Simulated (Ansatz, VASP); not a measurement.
**Cross-check of PbAu2 between VASP and Ansatz**

Wanted: the spread between two codes on one cell, functional and k mesh.

Main program and level: Ansatz 0.2.0; plane waves, with VASP 6.6.1 beside it; relaxation of cell and atoms at LDA and relaxation of cell and atoms at PBEsol.

The database entry behind the starting cell is an old determination (1934), so it need not match the best structure at ambient conditions.

## 1. The structure

It takes space group Fd-3m (No. 227, cubic). Conventional cell: a = 7.927 Å, b = 7.927 Å, c = 7.927 Å, α = 90.00°, β = 90.00°, γ = 90.00°. Nearest to Pb lie 12 Au at 3.29 Å and 4 Pb at 3.43 Å. Nearest to Au lie 6 Au at 2.80 Å and 6 Pb at 3.29 Å. Farther neighbours are not listed.

## 2. Ansatz: relaxation of cell and atoms, LDA

Ansatz runs on its default PAW (the set named soft_2) files.

The relaxed volume is the usual yardstick between codes: its relative difference is about their pressure difference at one cell divided by the bulk modulus.

The input, input.yaml:

```yaml
crystal:
  lattice:
    - [0.0, 3.9635, 3.9635]
    - [3.9635, 0.0, 3.9635]
    - [3.9635, 3.9635, 0.0]
  atoms:
    - { symbol: Pb, position: [0.0, 0.0, 0.0] }
    - { symbol: Pb, position: [0.25, 0.25, 0.25] }
    - { symbol: Au, position: [0.625, 0.625, 0.625] }
    - { symbol: Au, position: [0.125, 0.625, 0.625] }
    - { symbol: Au, position: [0.625, 0.625, 0.125] }
    - { symbol: Au, position: [0.625, 0.125, 0.625] }
hamiltonian:
  xc: lda
  pseudopotentials: { kind: paw }
kpoints:
  mp_grid: { grid: [4, 4, 4] }
scf:
  occupations: { method: fermi_dirac, width: 0.05 }
relax:
  f_tol: 0.01
  max_steps: 60
  cell: { stress_tol: 0.05 }
output:
  forces: true
  stress: true
```

The run is started by

```
ansatz run input.yaml --threads 4 --pin off --max-ram 9216MiB --backend cpu --events-out ev --progress --plain --runs-dir out
```

Numbers of over 12 decimals in the logs are rounded to 6 here.

Output:

```text
Engine: ansatz 0.2.0, aarch64-unknown-linux-gnu
Pseudopotentials: kind: paw
Pseudopotential: Pb, paw, valence charge 14, recommended cutoff 420 eV (normal), Pb.paw.azcp
Pseudopotential: Au, paw, valence charge 19, recommended cutoff 420 eV (normal), Au.paw.azcp
Functional definition: SPW92
  exchange = slater_x
  correlation = pw_c
Crystal: 6 atoms, lattice volume = 124.528 Å³
Basis set: ecut = 420 eV, 2421 PW (Γ)
Bands: 63, of which v1, the nominal top of the filled ones, is band 52 counted from 1 (51 counted from 0)
Symmetry: 48 space group operations
Space group: Fd-3m (ITA 227), of the structure as read, at distance tolerance 5.0e-5 Å
k-points: 8 of 64
Non-local potential: Pb, projectors of the file, l = 0: 2, l = 1: 2, l = 2: 2, l = 3: 2
Non-local potential: Au, projectors of the file, l = 0: 3, l = 1: 2, l = 2: 2, l = 3: 1
PAW form: soft (Blöchl's): semilocal exchange-correlation on the pseudo side does not see the compensation charge
PAW frozen core: Pb, regenerated for the run's functional, and the local potential with it (the file was generated under x = pbe(κ = 0.804, μ = 0.219515), c = pbe(β = 0.066725))
PAW frozen core: Au, regenerated for the run's functional, and the local potential with it (the file was generated under x = pbe(κ = 0.804, μ = 0.219515), c = pbe(β = 0.066725))
PAW one-centre angular grid: Pb, 590 points (default); XC on 64 Gauss nodes
PAW one-centre angular grid: Au, 590 points (default); XC on 64 Gauss nodes
Initial density: superposition of atomic densities (neutral atoms: chi_scale 0, normalization atom), corrected by the library's trained network
Initial wavefunctions: pseudopotential atomic-orbital guess
Functional: x = slater, c = lda
SCF iter   1: F=—  HF=-74664.730840 eV  |F-HF|=—  |Δ(HF+E_count)|=         —  Δρ=5.94e-3  dr2=1.99e-2  ethr=1.77e-3  ⟨swp⟩=6.6  Hψ=1921  notcnv=0  defer=9
preconditioner: auto → Resta (q_TF=auto, 2.648 Å⁻¹)  ε∞=6.2  [insulator: Δε(μ)=0.272 eV  Ē_g=12.431 eV  σ=0.050 eV  W_gap=0.88  n_scr=50 (ndim 8)  ℏωp=28.2 eV  f_vac=0.000  D(μ)=1.02/eV (n_scr^D=0)  ε∞_Penn≈6.2]
SCF iter   2: F=—  HF=-74664.728519 eV  |F-HF|=—  |Δ(HF+E_count)|=   2.32e-3  Δρ=3.02e-3  dr2=4.30e-3  ethr=1.91e-5  ⟨swp⟩=2.1  Hψ=801  notcnv=0  defer=23
SCF iter   3: F=—  HF=-74664.727371 eV  |F-HF|=—  |Δ(HF+E_count)|=   1.15e-3  Δρ=4.21e-4  dr2=1.32e-4  ethr=4.13e-6  ⟨swp⟩=2.0  Hψ=575  notcnv=0  defer=23
SCF iter   4: F=—  HF=-74664.727364 eV  |F-HF|=—  |Δ(HF+E_count)|=   6.52e-6  Δρ=1.35e-4  dr2=2.05e-5  ethr=1.27e-7  ⟨swp⟩=2.0  Hψ=676  notcnv=0  defer=23
SCF iter   5: F=—  HF=-74664.727383 eV  |F-HF|=—  |Δ(HF+E_count)|=   1.87e-5  Δρ=2.99e-5  dr2=9.60e-7  ethr=1.97e-8  ⟨swp⟩=2.1  Hψ=681  notcnv=0  defer=23
SCF iter   6: F=-74664.727383 eV  HF=-74664.727383 eV  |F-HF|=6.88e-9  |Δ(HF+E_count)|=   2.83e-8  Δρ=4.75e-6  dr2=2.55e-8  ethr=9.62e-11  ⟨swp⟩=4.8  Hψ=1673  notcnv=0
SCF 1 converged in 6 iterations: F = -74664.727383 eV  dr2 = 2.55e-8
  greatest PAW one-centre occupation: 1.002 electrons in one spin orbital (limit 2), on the Au atom at site 5 (counted from 0), in its partial waves of l = 0
relax step   1: F+E_penalty+E_count = -74664.72738277 eV  Δ(F+E_penalty+E_count) = +0.000e0 eV  max|allowed force component| = 1.696e-17 eV/Å  Δτ_max = 0.0000 Å  P = -2.091 GPa  Ω = 124.528 Å³  (6 SCF iters, dr2 threshold 1.00e-7 eV, accepted)
[...]
relax step   2: F+E_penalty+E_count = -74664.71350883 eV  Δ(F+E_penalty+E_count) = +1.387e-2 eV  max|allowed force component| = 2.005e-16 eV/Å  Δτ_max = 0.0000 Å  P = +3.251 GPa  Ω = 119.224 Å³  energy of the carried Pulay correction = +1.096e-3 eV  (5 SCF iters, dr2 threshold 6.00e-7 eV, rejected (line search))
[...]
relax step   3: F+E_penalty+E_count = -74664.74282968 eV  Δ(F+E_penalty+E_count) = -1.545e-2 eV  max|allowed force component| = 1.642e-16 eV/Å  Δτ_max = 0.0000 Å  P = -0.127 GPa  Ω = 122.396 Å³  energy of the carried Pulay correction = +4.350e-4 eV  (7 SCF iters, accepted)
[...]
relax step   4: F+E_penalty+E_count = -74664.74290773 eV  Δ(F+E_penalty+E_count) = -7.805e-5 eV  max|allowed force component| = 1.241e-16 eV/Å  Δτ_max = 0.0000 Å  P = -0.001 GPa  Ω = 122.268 Å³  energy of the carried Pulay correction = +4.615e-4 eV  (4 SCF iters, dr2 threshold 4.04e-8 eV, accepted)
[...]
relax step   5: F+E_penalty+E_count = -74664.74251214 eV  Δ(F+E_penalty+E_count) = +3.956e-4 eV  max|allowed force component| = 1.149e-16 eV/Å  Δτ_max = 0.0000 Å  P = -0.000 GPa  Ω = 122.268 Å³  stress off target by 4.29e-4 GPa  SCF on the basis re-selected at this cell (its energy is not comparable with the rows above)  (4 SCF iters)
basis re-selected at this cell: Δ(F+E_penalty+E_count) = +3.956e-4 eV, ΔP = +0.001 GPa vs the last step (what re-selecting the basis moved, of the pressure what is left beyond the Pulay correction that the steps carried, after the strain that the cell walked since its last selection, with what the two solves' SCF thresholds leave and, on support functions, any second-order correction that the steps lacked; it is no m [...]
SCF converged after 4 iterations
Free energy (F): -74664.742512 eV
Harris-Foulkes:  -74664.742512 eV  (|F-HF|=2.91e-11)
Internal energy: -74664.732763 eV  (E = F + TS)
E sigma→0 (E₀):  -74664.737637 eV
Entropy (-TS):   -0.009750 eV (-1.625 meV/atom)
Fermi energy:    16.568196 eV
--- Per-component energies (eV) ---
  E_band       = -1041.637351
  E_kinetic    = 3003.833002
  E_local      = -10287.697197  (includes V_loc(G=0)·N_el)
  E_nonlocal   = 1030.543043
  E_hartree    = 4361.280231
  E_xc         = -1348.781549
  E_vxc        = -1371.754626  (∫ρ·V_xc dr)
  E_paw        = -57896.976509  (= ΣΔE_a)
  E_vpaw       = -2139.128011  (= ΣTr[D̂ρ^β])
  E_aug_tail   = 0.005546  (compensation charges beyond the density's cutoff)
  E_ewald      = -13528.874772
  E_core_change = 1.935443  (= ΣΔE_core)
  E_smearing   = -0.009750  (= −TS)
  E_closure    = 0.000000  (closes the sum)
  Σ components = -74664.742512   (vs F -74664.742512, Δ=0.00e0)
--- Forces (eV/Å), atoms counted from 1 ---
  atom   1  Pb    -0.00000000    -0.00000000    -0.00000000
  atom   2  Pb     0.00000000     0.00000000     0.00000000
  atom   3  Au     0.00000000    -0.00000000    -0.00000000
  atom   4  Au     0.00000000    -0.00000000     0.00000000
  atom   5  Au     0.00000000    -0.00000000    -0.00000000
  atom   6  Au     0.00000000    -0.00000000     0.00000000
  max |Σ_I F_I| component: 4.63e-18 eV/Å
--- Stress (GPa, compression-positive) ---
       -0.000429      -0.000000      -0.000000
       -0.000000      -0.000429       0.000000
       -0.000000       0.000000      -0.000429
  P = ⅓ Tr σ = -0.0004 GPa (-0.004 kbar)
--- Relaxed structure (4 steps of the walk, 3 accepted, 1 SCFs on fresh bases) ---
  F+E_penalty+E_count = -74664.74251214 eV   max|allowed force component| = 1.149e-16 eV/Å   (the final SCF, on the basis selected at the relaxed cell)
  cell:  # Å, volume = 122.2677 Å³
    - [0, 3.939374, 3.939374]
    - [3.939374, 0, 3.939374]
    - [3.939374, 3.939374, 0]
  atoms:
    - { symbol: Pb, position: [0, 0, 0] }
    - { symbol: Pb, position: [0.25, 0.25, 0.25] }
    - { symbol: Au, position: [0.625, 0.625, 0.625] }
    - { symbol: Au, position: [0.125, 0.625, 0.625] }
    - { symbol: Au, position: [0.625, 0.625, 0.125] }
    - { symbol: Au, position: [0.625, 0.125, 0.625] }
```

Wall time 4.4 s (4 threads of Arm Neoverse V2, shared host); peak memory 0.48 GiB; 15 s of CPU time.

## 3. VASP: relaxation of cell and atoms, LDA

The same cell, functional (in two slightly different forms), mesh and smearing now go to VASP, with its own data sets and cutoff.

Lines of VASP's logs that name or quote its potential files are left out, and so is its time.

The input, INCAR:

```
SYSTEM = PbAu2
PREC = Accurate
ENCUT = 520
EDIFF = 1E-06
NELM = 100
ISMEAR = -1
SIGMA = 0.05
LREAL = .FALSE.
ALGO = Normal
GGA = CA
NBANDS = 44
LASPH = .TRUE.
LORBIT = 11
LWAVE = .FALSE.
LCHARG = .FALSE.
KPAR = 4
IBRION = 2
NSW = 60
ISIF = 3
EDIFFG = -0.01
```

The input, POSCAR:

```
PbAu2
1.0
    0.0000000000      3.9635000000      3.9635000000
    3.9635000000      0.0000000000      3.9635000000
    3.9635000000      3.9635000000      0.0000000000
Pb Au
2 4
Direct
    0.0000000000      0.0000000000      0.0000000000
    0.2500000000      0.2500000000      0.2500000000
    0.6250000000      0.6250000000      0.6250000000
    0.1250000000      0.6250000000      0.6250000000
    0.6250000000      0.6250000000      0.1250000000
    0.6250000000      0.1250000000      0.6250000000
```

The input, KPOINTS:

```
Automatic mesh
0
Gamma
4 4 4
0 0 0
```

Potentials, in the order of the species: Pb_d and Au (PBE family, release 64).

The run is started by

```
mpirun -np 4 vasp_std
```

Output:

```text
[banner, memory and clock lines left out]
running    4 mpi-ranks, on    1 nodes
 distrk:  each k-point on    1 cores,    4 groups
 distr:  one band on    1 cores,    1 groups

 POSCAR found type information on POSCAR PbAu
 POSCAR found :  2 types and       6 ions
|                                                                             |
|               ----> ADVICE to this user running VASP <----                  |
|                                                                             |
|     You enforced a specific xc type in the INCAR file but a different       |
|     [... a line on the potential file left out ...]
|     I HOPE YOU KNOW WHAT YOU ARE DOING!                                     |
|                                                                             |

 LDA part: xc-table for (Slater(with rela. corr.)+CA(PZ))
 , standard interpolation
 POSCAR, INCAR and KPOINTS ok, starting setup
 FFT: planning ... GRIDC
 FFT: planning ... GRID_SOFT
 FFT: planning ... GRID
 WAVECAR not read
 entering main loop
       N       E                     dE             d eps       ncg     rms          rms(c)
DAV:   1     0.777428981682E+03    0.77743E+03   -0.34089E+04   704   0.185E+03
DAV:   2     0.557643814283E+02   -0.72166E+03   -0.69559E+03   744   0.491E+02
DAV:   3    -0.251587354752E+02   -0.80923E+02   -0.77015E+02   792   0.177E+02
DAV:   4    -0.287484950796E+02   -0.35898E+01   -0.35565E+01   880   0.360E+01
DAV:   5    -0.288830699122E+02   -0.13457E+00   -0.13454E+00   944   0.742E+00    0.160E+01
DAV:   6    -0.268211076308E+02    0.20620E+01   -0.80947E+00   784   0.160E+01    0.103E+01
DAV:   7    -0.267292023104E+02    0.91905E-01   -0.33567E-01   860   0.390E+00    0.540E+00
DAV:   8    -0.266980773831E+02    0.31125E-01   -0.10246E-01   936   0.199E+00    0.519E-01
DAV:   9    -0.266958188670E+02    0.22585E-02   -0.11080E-02   944   0.969E-01    0.126E-01
DAV:  10    -0.266956984477E+02    0.12042E-03   -0.12457E-03   856   0.246E-01    0.230E-02
DAV:  11    -0.266957035786E+02   -0.51309E-05   -0.40075E-05   976   0.422E-02    0.710E-03
DAV:  12    -0.266957034311E+02    0.14750E-06   -0.15099E-06   496   0.101E-02
   1 F= -.26695703E+02 E0= -.26690485E+02  d E =-.266957E+02
 curvature:   0.00 expect dE= 0.000E+00 dE for cont linesearch  0.000E+00
 trial: gam= 0.00000 g(F)=  0.157E-47 g(S)=  0.390E-01 ort = 0.000E+00 (trialstep = 0.100E+01)
 search vector abs. value=  0.390E-01
 bond charge predicted
       N       E                     dE             d eps       ncg     rms          rms(c)
DAV:   1    -0.275395012845E+02   -0.84380E+00   -0.19313E+01   764   0.392E+01    0.531E+00
DAV:   2    -0.267446650117E+02    0.79484E+00   -0.23340E+00   768   0.124E+01    0.194E+00
DAV:   3    -0.266954481260E+02    0.49217E-01   -0.17320E-01   872   0.366E+00    0.107E+00
DAV:   4    -0.266913747209E+02    0.40734E-02   -0.34923E-02   972   0.160E+00    0.265E-01
DAV:   5    -0.266916292692E+02   -0.25455E-03   -0.43600E-03   956   0.577E-01    0.165E-01
DAV:   6    -0.266914324257E+02    0.19684E-03   -0.10370E-03   892   0.218E-01    0.136E-02
DAV:   7    -0.266914301612E+02    0.22645E-05   -0.54713E-05   820   0.430E-02    0.981E-03
DAV:   8    -0.266914315273E+02   -0.13661E-05   -0.17270E-06   596   0.877E-03    0.216E-03
DAV:   9    -0.266914315581E+02   -0.30814E-07   -0.20115E-07   376   0.409E-03
   2 F= -.26691432E+02 E0= -.26687034E+02  d E =0.427187E-02
 trial-energy change:    0.004272  1 .order    0.004903   -0.038971    0.048778
 step:   0.4548(harm=  0.4441)  dis= 0.00000  next Energy=   -26.704625 (dE=-0.892E-02)
 bond charge predicted
       N       E                     dE             d eps       ncg     rms          rms(c)
DAV:   1    -0.269529782587E+02   -0.26155E+00   -0.58688E+00   772   0.224E+01    0.290E+00
DAV:   2    -0.267213414374E+02    0.23164E+00   -0.64884E-01   772   0.655E+00    0.120E+00
DAV:   3    -0.267061439740E+02    0.15197E-01   -0.51937E-02   888   0.197E+00    0.725E-01
DAV:   4    -0.267047043000E+02    0.14397E-02   -0.11547E-02   980   0.935E-01    0.148E-01
DAV:   5    -0.267047279294E+02   -0.23629E-04   -0.18073E-03   892   0.335E-01    0.105E-01
DAV:   6    -0.267046474092E+02    0.80520E-04   -0.41840E-04   768   0.116E-01    0.839E-03
DAV:   7    -0.267046493854E+02   -0.19763E-05   -0.19255E-05   904   0.271E-02    0.361E-03
DAV:   8    -0.267046492137E+02    0.17174E-06   -0.62310E-07   388   0.819E-03
   3 F= -.26704649E+02 E0= -.26699882E+02  d E =-.894578E-02
 curvature:  -0.22 expect dE=-0.402E-06 dE for cont linesearch -0.402E-06
 trial: gam=-0.00677 g(F)=  0.350E-47 g(S)=  0.181E-05 ort = 0.266E-03 (trialstep = 0.891E+00)
 search vector abs. value=  0.184E-09
 reached required accuracy - stopping structural energy minimisation
```

From OUTCAR (step 3):

```text
ion  position               nearest neighbor table
   1  0.000  0.000  0.000-   3 3.29   5 3.29   3 3.29   5 3.29   4 3.29   6 3.29   4 3.29   6 3.29
                             6 3.29   3 3.29   5 3.29   4 3.29   2 3.43   2 3.43   2 3.43   2 3.43
   2  0.250  0.250  0.250-   4 3.29   6 3.29   4 3.29   6 3.29   3 3.29   5 3.29   3 3.29   5 3.29
                             3 3.29   5 3.29   4 3.29   6 3.29   1 3.43   1 3.43   1 3.43   1 3.43
   3  0.625  0.625  0.625-   4 2.80   5 2.80   6 2.80   5 2.80   6 2.80   4 2.80   1 3.29   2 3.29
                             1 3.29   2 3.29   1 3.29   2 3.29
   4  0.125  0.625  0.625-   3 2.80   5 2.80   6 2.80   3 2.80   5 2.80   6 2.80   2 3.29   2 3.29
                             1 3.29   1 3.29   2 3.29   1 3.29
   5  0.625  0.625  0.125-   3 2.80   3 2.80   4 2.80   6 2.80   6 2.80   4 2.80   1 3.29   2 3.29
                             1 3.29   2 3.29   1 3.29   2 3.29
   6  0.625  0.125  0.625-   3 2.80   5 2.80   3 2.80   4 2.80   5 2.80   4 2.80   2 3.29   2 3.29
                             1 3.29   1 3.29   1 3.29   2 3.29

  LATTYP: Found a face centered cubic cell.
 ALAT       =     7.9270000000

 Subroutine GETGRP returns: Found 48 space group operations
 (whereof 24 operations were pure point group operations)

The static configuration has the point symmetry T_d .
 The point group associated with its full space group is O_h .

 Found      8 irreducible k-points:

   k-points           NKPTS =      8   k-points in BZ     NKDIM =      8   number of bands    NBANDS=     44

   dimension x,y,z NGX =    42 NGY =   42 NGZ =   42
   dimension x,y,z NGXF=    84 NGYF=   84 NGZF=   84

   ENCUT  =  520.0 eV  38.22 Ry    6.18 a.u.  10.42 10.42 10.42*2*pi/ulx,y,z

   NELECT =      72.0000    total number of electrons

 k-points in reciprocal lattice and weights: Automatic mesh
   0.00000000  0.00000000  0.00000000       0.016
   0.25000000  0.00000000  0.00000000       0.125
   0.50000000  0.00000000  0.00000000       0.062
   0.25000000  0.25000000  0.00000000       0.094
   0.50000000  0.25000000  0.00000000       0.375
  -0.25000000  0.25000000  0.00000000       0.188
   0.50000000  0.50000000  0.00000000       0.047
  -0.25000000  0.50000000  0.25000000       0.094

 average (electrostatic) potential at core
       1 -88.3712       2 -88.3712       3 -64.7514       4 -64.7514       5 -64.7514
       6 -64.7514

 E-fermi :   8.5251

 k-point     1 :       0.0000    0.0000    0.0000
  band No.  band energies     occupation
    ...
     32       7.1427      2.00000
     33       7.1427      2.00000
     34       7.5351      2.00000
     35       7.5351      2.00000
     36       7.5351      2.00000
     37       8.9143      0.00083
     38       9.9858      0.00000
     39       9.9858      0.00000
     40       9.9858      0.00000
     41      11.4390      0.00000
    ...

 k-point     2 :       0.2500    0.0000    0.0000
  band No.  band energies     occupation
    ...
     32       6.1410      2.00000
     33       7.1426      2.00000
     34       7.1656      2.00000
     35       7.8921      1.99999
     36       7.8921      1.99999
     37       8.9140      0.00084
     38       9.7321      0.00000
     39       9.7321      0.00000
     40      11.6221      0.00000
     41      11.6221      0.00000
    ...

 k-point     3 :       0.5000    0.0000    0.0000
  band No.  band energies     occupation
    ...
     32       5.5895      2.00000
     33       6.4912      2.00000
     34       7.1425      2.00000
     35       7.5520      2.00000
     36       7.5520      2.00000
     37       9.9784      0.00000
     38       9.9784      0.00000
     39      10.3004      0.00000
     40      12.4405      0.00000
     41      13.2400      0.00000
    ...

  Total       -0.0086636     -0.0086636     -0.0086636      0.0000000      0.0000000      0.0000000
  in kB       -0.1130343     -0.1130343     -0.1130343      0.0000000      0.0000000      0.0000000
  external PRESSURE =      -0.1130343 kB  Pullay stress =       0.0000000 kB

  energy-cutoff  :      520.00
  volume of cell :      122.80
      direct lattice vectors                 reciprocal lattice vectors
     0.000000000  3.945076449  3.945076449    -0.126740256  0.126740256  0.126740256
     3.945076449  0.000000000  3.945076449     0.126740256 -0.126740256  0.126740256
     3.945076449  3.945076449  0.000000000     0.126740256  0.126740256 -0.126740256

 POSITION                                       TOTAL-FORCE (eV/Angst)
 -----------------------------------------------------------------------------------
      0.00000      0.00000      0.00000        -0.000000     -0.000000     -0.000000
      1.97254      1.97254      1.97254         0.000000      0.000000      0.000000
      4.93135      4.93135      4.93135        -0.000000      0.000000     -0.000000
      4.93135      2.95881      2.95881        -0.000000      0.000000     -0.000000
      2.95881      2.95881      4.93135        -0.000000      0.000000     -0.000000
      2.95881      4.93135      2.95881        -0.000000      0.000000     -0.000000
 -----------------------------------------------------------------------------------
    total drift:                                0.000000      0.000000      0.000000

  FREE ENERGIE OF THE ION-ELECTRON SYSTEM (eV)
  ---------------------------------------------------
  free  energy   TOTEN  =       -26.7046492137 eV

  energy  without entropy=      -26.6951143301  energy(sigma->0) =      -26.69988177

 reached required accuracy - stopping structural energy minimisation

 total charge
# of ion       s       p       d       tot
------------------------------------------
    1        1.410   0.679   9.829  11.918
    2        1.410   0.679   9.829  11.918
    3        0.598   0.351   8.739   9.688
    4        0.598   0.351   8.739   9.688
    5        0.598   0.351   8.739   9.688
    6        0.598   0.351   8.739   9.688
--------------------------------------------------
tot          5.212   2.763  54.613  62.588

[... 3 further parts left out ...]
```

## 4. Comparison

Known differences besides the potentials themselves: the two LDA forms differ slightly; both relaxations stop at a tolerance, which leaves soft axes loose, and VASP keeps its plane-wave basis; the data sets hold 104 valence electrons in Ansatz (default PAW (the set named soft_2) files) and 72 in VASP; the cutoff is 420 eV in Ansatz and 520 eV in VASP; Ansatz makes its cores anew for this functional, VASP keeps those of its PBE data sets; VASP's log shows a relativistic correction to its local exchange, Ansatz's none; Ansatz adds a Pulay correction to the stress that steers its cell, VASP none. Total energies have different zeros and are not compared.

The two programs side by side:

```tsv
quantity	Ansatz	VASP	difference
volume (Å³)	122.27	122.80	-0.43 %
edge a after relaxation, in the typed setting (Å)	5.571	5.579	-0.15 %
```

The walks stopped with 0.00 GPa left in Ansatz and -0.01 GPa in VASP; each walk ends within a tolerance, so the volume difference is uncertain by about these residues over the bulk modulus, most in soft cells.

(Part 1 of 2 ends here.)

[Lines on the potential files, build, host, timing and source positions are cut from VASP's logs without a mark.]

[Logs are printed without paths, hosts, clocks, repeated set-up lines and the standing remarks that a program may print on its own settings, such as how far it seeks lower states.]

[Hosts, paths, dates, database ids (printed as entryN), source tags and the programs' standing remarks are cut or masked in the printed files.]
